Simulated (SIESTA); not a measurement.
Crystal: PbSe (Clausthalite).

```
Pb Se
1.0
     0.00000    3.06065    3.06065
     3.06065    0.00000    3.06065
     3.06065    3.06065    0.00000
Pb Se
1 1
Direct
  0.00000 0.00000 0.00000
  0.50000 0.50000 0.50000
```

Base run:

| Property | Result |
| --- | --- |
| Program | SIESTA 5.4.2 |
| Functional | B86bPBE |
| Potentials or basis | PseudoDojo 0.4 standard (PBE files) |
| Basis | DZP (energy shift 0.002 Ry) |
| Grid cutoff | 500 Ry |
| Energy shift | 0.002 Ry |
| k mesh | 8 × 8 × 8 |
| Occupations | fermi-dirac, width 0.05 eV |
| Spin | no spin polarisation |

Its results: band gap on the k mesh 0.41 eV, direct; pressure 4.6 GPa.

**Question.** The run is repeated on the same cell with these changes: functional from B86bPBE to BLYP. What comes out?

**Answer.** Band gap on the k mesh 0.52 eV, direct; pressure 7.4 GPa.

Caveats: semicore shells carry a single zeta, which can move pressures by several GPa and volumes by a few percent; the potentials were made for another functional, which shifts forces and pressure; spin-orbit coupling is left out, which as a rule narrows the gap of such compounds by several tenths of an eV; the basis of atomic orbitals isn't converged, which shifts pressures, moduli and gaps.
